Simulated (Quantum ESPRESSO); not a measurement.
# MgSe under changes of volume

One of the cells (20.246 Å³/atom); the others are scaled copies at fixed shape and fractional positions:

```xyz
2
Lattice="0.0000 2.7255 2.7255 2.7255 0.0000 2.7255 2.7255 2.7255 0.0000" Properties=species:S:1:pos:R:3 pbc="T T T"
Se    2.7255    2.7255    2.7255
Mg    0.0000    0.0000    0.0000
```

| Quantity | Value |
| --- | --- |
| Program | Quantum ESPRESSO 7.5 |
| Functional | PBE |
| Potentials or basis | SSSP 1.3 efficiency PBE |
| Cutoff | 748 eV |
| Density cutoff | 5987 eV |
| k mesh | 8 × 8 × 8 |
| Occupations | fermi-dirac, width 0.05 eV |
| Spin | no spin polarisation |

```csv
volume (Å³/atom),energy over the lowest point (meV/atom),pressure (GPa),gap on the mesh (eV)
19.031,34.47,6.7,1.90
19.436,19.85,4.9,1.86
19.841,9.50,3.3,1.83
20.246,3.01,1.8,1.79
20.651,0.00,0.5,1.76
21.056,0.14,-0.6,1.73
21.461,?,?,?
```

Question: What does the run at 21.461 Å³/atom give?

Answer: Energy over the lowest point 3.13 meV/atom; pressure -1.7 GPa; gap on the mesh 1.70 eV.

Worked out: A Birch-Murnaghan fit of order 3 (a polynomial in V^(-2/3)) to the other rows has its minimum at 20.83 Å³/atom with B0 = V·E''(V) = 61 GPa and B' = 4.2. It gives 3.13 meV/atom at 21.461 Å³/atom, against the run's 3.13, and -dE/dV = -1.7 GPa, against -1.7. A straight line through the other rows of the gap, of slope -1.68 eV per unit of ln V, extrapolates to 1.70 eV, against the run's 1.70.

Energies are extrapolated to zero smearing.

A mesh can miss the band edges. Spin-orbit coupling on Se is left out.
